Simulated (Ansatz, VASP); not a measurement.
**Two plane-wave programs on Re**

INCAR

```
ALGO = Normal ; EDIFF = 1E-7
EDIFFG = -0.01 ; ENCUT = 600
GGA = RE ; IBRION = 2
ISIF = 3 ; ISMEAR = -1
LASPH = T ; LCHARG = F
LREAL = F ; LWAVE = F
NELM = 100 ; NSW = 80
PREC = Accurate ; SIGMA = 0.1
```

KPOINTS

```
k-points
0
Gamma
  12 12 12
```

The input POSCAR:

```
Re
1.0
    2.5141111682      0.0000000000      0.0000000000
    0.0000000000      2.5141111682      0.0000000000
    0.0000000000      0.0000000000      2.5141111682
Re
1
Direct
    0.0000000000      0.0000000000      0.0000000000
```

Input for Ansatz:

```yaml
crystal:
  lattice:
    - [2.5141111682, 0.0, 0.0]
    - [0.0, 2.5141111682, 0.0]
    - [0.0, 0.0, 2.5141111682]
  atoms:
    - { symbol: Re, position: [0.0, 0.0, 0.0] }
hamiltonian:
  xc: revpbe
  pseudopotentials:
    kind: paw
    azcp:
      Re: "pseudopotentials/Re.paw.azcp"
basis:
  ecutwfc: 420
  fft_grid_basis: typed
kpoints:
  mp_grid: { grid: [12, 12, 12], shift: [0, 0, 0] }
magnetization:
  spin_polarized: false
scf:
  occupations: { method: fermi_dirac, width: 0.1 }
relax:
  max_steps: 60
  f_tol: 0.01
  cell: {}
```

The cell was built by a generator and needn't be a form met in nature.

Alike in both runs: task relaxation of cell and atoms; functional revPBE; k mesh 12 × 12 × 12; occupations fermi-dirac, width 0.1 eV; no spin polarisation.

```csv
,VASP,Ansatz
version,VASP 6.6.1,Ansatz 0.2.0
potentials or method,"VASP PAW PBE potentials, release 64 (Re)","plane waves (420 eV) with PAW, scalar-relativistic"
plane-wave cutoff (eV),600,420
valence electrons in the cell,7,15
```

Ansatz gave:

```
relaxed volume (Å³/atom)                                     : 17.34
relaxed cell length with the largest relative difference (Å) : 2.588
energy change over the relaxation (meV/atom)                 : -111
```

Task: What did VASP give for the same quantities?

Result: Relaxed volume (Å³/atom): 17.26; relaxed cell length with the largest relative difference (Å): 2.584; energy change over the relaxation (meV/atom): -101.

The two sets of potentials don't hold the same shells in valence.

Caveats: the PAW data sets were made with another functional, which shifts forces and pressure a little (VASP). Spin-orbit coupling is left out, which matters for the levels of Re.
